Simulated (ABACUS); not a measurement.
Wanted: an ASE script for an ABACUS 3.10.1 run.

```
Task                                          : single point
Functional                                    : BP86
Potentials or basis                           : PseudoDojo NC SR 0.5 PBE standard
Cutoff                                        : 1116 eV
Density cutoff                                : 4463 eV
Basis                                         : plane waves
k mesh                                        : 9 × 9 × 9
Occupations                                   : fermi-dirac, width 0.05 eV
Spin                                          : no spin polarisation
Radial cutoff of the potentials (pseudo_rcut) : 7 bohr
SCF threshold on the density                  : 1e-08
Max SCF steps                                 : 100
Eigensolver                                   : dav
Mixing                                        : broyden
Mixing share                                  : 0.7
Symmetry key                                  : 1
Bands                                         : 20
```

The structure of Ag lies in Ag.cif:

```cif
data_Ag
_cell_length_a 2.88888475
_cell_length_b 2.88888475
_cell_length_c 2.88888475
_cell_angle_alpha 60.00000000
_cell_angle_beta 60.00000000
_cell_angle_gamma 60.00000000
_space_group_name_H-M_alt 'P1'
_space_group_name_Hall 'P 1'
_space_group_IT_number 1
loop_
_space_group_symop_operation_xyz
'x,y,z'
loop_
_atom_site_label
_atom_site_type_symbol
_atom_site_symmetry_multiplicity
_atom_site_Wyckoff_symbol
_atom_site_fract_x
_atom_site_fract_y
_atom_site_fract_z
_atom_site_occupancy
Ag1 Ag 1 a 0.0000000000 0.0000000000 0.0000000000 1
```

These files were run (other wordings do the same):

run_abacus.py

```python
"""ABACUS run from a structure file: ASE reads it, the script writes STRU, KPT and INPUT."""
import re
import subprocess
from ase.io import read
from ase.units import Bohr

atoms = read("Ag.cif")
atoms = atoms[(-atoms.numbers).argsort(kind="stable")]  # ABACUS lists atoms element by element
pseudo = {'Ag': 'Ag.upf'}
orbital = {}
magmoms = None
kmesh = [9, 9, 9]
params = {
    'suffix': 'Ag',
    'calculation': 'scf',
    'basis_type': 'pw',
    'pseudo_dir': './',
    'symmetry': 1,
    'dft_functional': 'GGA_X_B88+GGA_C_P86',
    'ecutwfc': 82,
    'pseudo_rcut': 7,
    'nspin': 1,
    'nbands': 20,
    'ks_solver': 'dav',
    'smearing_method': 'fd',
    'smearing_sigma': 0.00367493,
    'scf_thr': 1e-08,
    'scf_nmax': 100,
    'mixing_type': 'broyden',
    'mixing_beta': 0.7,
    'cal_force': 1,
    'cal_stress': 1,
    'out_chg': 1,
    'out_pot': 2,
    'out_elf': 1,
}

symbols = atoms.get_chemical_symbols()
elements = list(dict.fromkeys(symbols))
lines = ["ATOMIC_SPECIES"] + [f"{e} {atoms.get_masses()[symbols.index(e)]:.4f} {pseudo[e]}" for e in elements]
if orbital:
    lines += ["", "NUMERICAL_ORBITAL"] + [orbital[e] for e in elements]
lines += ["", "LATTICE_CONSTANT", f"{1 / Bohr:.10f}", "", "LATTICE_VECTORS"]
lines += [" ".join(f"{x:.10f}" for x in v) for v in atoms.cell]
lines += ["", "ATOMIC_POSITIONS", "Direct"]
for e in elements:
    lines += ["", e, "0.0", str(symbols.count(e))]
    for i, p in enumerate(atoms.get_scaled_positions(wrap=False)):
        if symbols[i] == e:
            mag = "" if magmoms is None else " mag " + " ".join(str(x) for x in (magmoms[i] if isinstance(magmoms[i], list) else [magmoms[i]]))
            lines.append(" ".join(f"{x:.10f}" for x in p) + " 1 1 1" + mag)
open("STRU", "w").write("\n".join(lines) + "\n")
open("KPT", "w").write("K_POINTS\n0\nGamma\n%d %d %d 0 0 0\n" % tuple(kmesh))
open("INPUT", "w").write("INPUT_PARAMETERS\n" + "".join(f"{k:<20s}{v}\n" for k, v in params.items()))

done = subprocess.run(['mpirun', '-np', '4', 'abacus'])
if done.returncode:
    raise SystemExit(done.returncode)
log = open("OUT.Ag/running_scf.log").read()
print("final energy (eV):", re.findall(r"FINAL_ETOT_IS (\S+)", log))
```

Potentials or basis: PseudoDojo NC SR 0.5 PBE standard, plane waves.

Launch:

```console
$ OMP_NUM_THREADS=1 python run_abacus.py > log
```

It gave:

The pressure is 4.6 GPa and the band gap on the k mesh is none (metal or under the smearing width).

Caveat: the potentials were made for another functional, which shifts forces and pressure.

It took 6.1 s on 4 MPI ranks on Intel(R) Xeon(R) Platinum 8488C (Sapphire Rapids), on a shared host, peak memory 0.36 GiB a rank.
